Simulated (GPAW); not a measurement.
Crystal: SnO2 (Cassiterite).

```
Sn O
1.0
     4.73800    0.00000    0.00000
     0.00000    4.73800    0.00000
     0.00000    0.00000    3.18650
Sn O
2 4
Direct
  0.50000 0.50000 0.50000
  0.00000 0.00000 0.00000
  0.80710 0.19290 0.50000
  0.69290 0.69290 0.00000
  0.19290 0.80710 0.50000
  0.30710 0.30710 0.00000
```

- Program: GPAW 26.7.0
- Task: relaxation of cell and atoms
- Functional: PW91
- Dispersion: D3(BJ)
- Potentials or basis: PAW data sets generated in the run's folder for this functional
- Cutoff: 800 eV
- Basis: pw
- k mesh: 4 × 4 × 5
- Occupations: fermi-dirac, width 0.05 eV
- Spin: no spin polarisation

At the start: pressure 6.5 GPa; volume 11.92 Å³/atom.

Question: Where does the relaxation end?

Answer: Over 11 steps the energy falls by 8.2 meV/atom and the volume is 12.28 Å³/atom (+3.0 %); space group P4_2/mnm (No. 136, to 0.05 Å).

Step by step:
| step | energy change (eV) | largest force (eV/Å) | pressure (GPa) | volume (Å³) |
| --- | --- | --- | --- | --- |
| 1 | 0.0000 | 0.2514 | 6.53 | 71.53 |
| 2 | -0.0128 | 0.1497 | 5.62 | 71.78 |
| 3 | -0.0399 | 0.1724 | 1.94 | 72.91 |
| 4 | -0.0433 | 0.1707 | 1.17 | 73.19 |
| 5 | -0.0486 | 0.0807 | -0.06 | 73.69 |
| 6 | -0.0492 | 0.0208 | -0.11 | 73.74 |
| 7 | -0.0492 | 0.0011 | -0.01 | 73.71 |
| 8 | -0.0492 | 0.0036 | 0.03 | 73.70 |
| 9 | -0.0493 | 0.0077 | 0.09 | 73.69 |
| 10 | -0.0493 | 0.0087 | 0.11 | 73.69 |
| 11 | -0.0493 | 0.0050 | 0.07 | 73.71 |

Final structure:
```
Sn O
1.0
     4.78489    0.00000    0.00000
     0.00000    4.78489    0.00000
     0.00000    0.00000    3.21940
Sn O
2 4
Direct
  0.50000 0.50000 0.50000
  0.00000 0.00000 0.00000
  0.80624 0.19376 0.50000
  0.69377 0.69377 0.00000
  0.19376 0.80624 0.50000
  0.30623 0.30623 0.00000
```

Caveat: the k mesh is coarse; later steps reuse the first step's grids.
